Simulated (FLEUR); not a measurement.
Ta:

```
CELL_PARAMETERS angstrom
-1.65128 1.65128 1.65128
1.65128 -1.65128 1.65128
1.65128 1.65128 -1.65128
ATOMIC_POSITIONS crystal
Ta 0.00000 0.00000 0.00000
```

```yaml
Program: FLEUR MaX-R8.1 (later development tree)
Task: single point
Functional: PBEsol
Potentials_or_basis: all-electron
Basis: FLAPW
Kmax: 4.1 1/bohr
k_mesh: 11 × 11 × 11
Occupations: fermi-dirac, width 0.05 eV
Spin: no spin polarisation
Gmax: 12.7 1/bohr
Muffin-tin_radii: Ta 2.45 bohr
lmax: Ta 10
lnonsphr: Ta 10
Local_orbitals_a_species: Ta 4
Max_iterations: 60
Mixing_factor: 0.05
Mixer: Anderson
Mixer_history: 15
```

On this cell: band gap on the k mesh none (metal or under the smearing width).

The same run follows on a disturbed copy (cell strained at random at fixed volume):

```xyz
1
Lattice="-1.6207 1.6546 1.6292 1.6978 -1.6262 1.6778 1.6224 1.6279 -1.6008" Properties=species:S:1:pos:R:3 pbc="T T T"
Ta   -0.0498    0.0348   -0.0299
```

Q: What does the disturbed cell give?

A: The energy (extrapolated to zero smearing) moves by +14.5 meV/atom; band gap on the k mesh none (metal or under the smearing width).
